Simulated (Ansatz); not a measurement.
# Mn (simple hexagonal type): how the settings move a single-point run

Aim: see which settings change the result for Mn (simple hexagonal type), by how much, and at what cost.

Method: reference: DFT, PBE, PAW with Ansatz's default frozen-core files, scalar-relativistic, in Ansatz 0.2.0.

1 further run of the same task is left out (it didn't finish).

### Step 1. The starting structure

It takes space group P6/mmm (No. 191, hexagonal). The conventional cell has a = 2.393 Å, b = 2.393 Å, c = 2.067 Å, α = 90.00°, β = 90.00°, γ = 120.00°. Mn (site symmetry 6/mmm) is surrounded by 2 Mn at 2.07 Å.

As a file:

```
CELL_PARAMETERS angstrom
2.39303 0.00000 0.00000
-1.19652 2.07243 0.00000
0.00000 0.00000 2.06657
ATOMIC_POSITIONS crystal
Mn 0.00000 0.00000 0.00000
```

### Step 2. Reference

Input file input.yaml:

```yaml
crystal:
  lattice:
    - [2.393032849, 0.0, 0.0]
    - [-1.1965164245, 2.0724272393, 0.0]
    - [0.0, 0.0, 2.066568971]
  atoms:
    - { symbol: Mn, position: [0.0, 0.0, 0.0], spin: 3.0 }
magnetization:
  spin_polarized: true
kpoints:
  mp_grid: { grid: [18, 18, 17] }
scf:
  occupations: { method: fermi_dirac, width: 0.08 }
hamiltonian:
  xc: pbe
  pseudopotentials: { kind: paw }
output:
  forces: true
  stress: true
  eigenvalues: true
  populations: true
```

Started as:

```
$ ansatz run input.yaml --threads 1 --pin off --max-ram 3072MiB --backend cpu --events-out ev --progress --plain --runs-dir out
```

### Step 3. Changing settings: xc r2scan

Changes to input.yaml since step 2:

```diff
@@ -14,3 +14,3 @@
 hamiltonian:
-  xc: pbe
+  xc: r2scan
   pseudopotentials: { kind: paw }
```

**Question.** What will these runs give? Wanted: for each run, ending; energy change; pressure; gap; force.

The runs gave:

| run | ending | energy change | pressure (GPa) | gap (eV) | force (eV/Å) | cycles | time |
| --- | --- | --- | --- | --- | --- | --- | --- |
| reference | converged | - | 30.9 | 0.00 | 0.00 | 11 | 9.1 s |
| 1: xc r2scan | converged | not comparable | 22.0 | 0.00 | 0.00 | 25 | 52 s |

Residual by cycle in the longest SCF loop of each run; runs are numbered as in the table. The quantity is the density residual dr2, in eV.

| cycle | reference | run 1 |
| --- | --- | --- |
| 1 | 2.18 | 1.18 |
| 3 | 0.403 | 0.57 |
| 5 | 0.0031 | 0.0252 |
| 8 | 3.0e-7 | 2.2e-4 |
| 10 | 1.9e-11 | 1.9e-5 |
| 12 | - | 6.7e-6 |
| 14 | - | 8.9e-7 |
| 16 | - | 3.6e-7 |
| 18 | - | 4.2e-8 |
| 21 | - | 1.1e-10 |
| 23 | - | 6.3e-11 |
| 25 | - | 2.1e-13 |

Total energies don't compare across a change of functional; the pressure goes from 30.9 to 22.0 GPa. At this fixed cell a lower pressure means that this functional prefers a smaller volume than the reference. Cost: 25 SCF cycles against 11, 52 s against 9.1 s. The structure is not at rest: the sound run finds 31 GPa, so these are no properties of the relaxed crystal. 
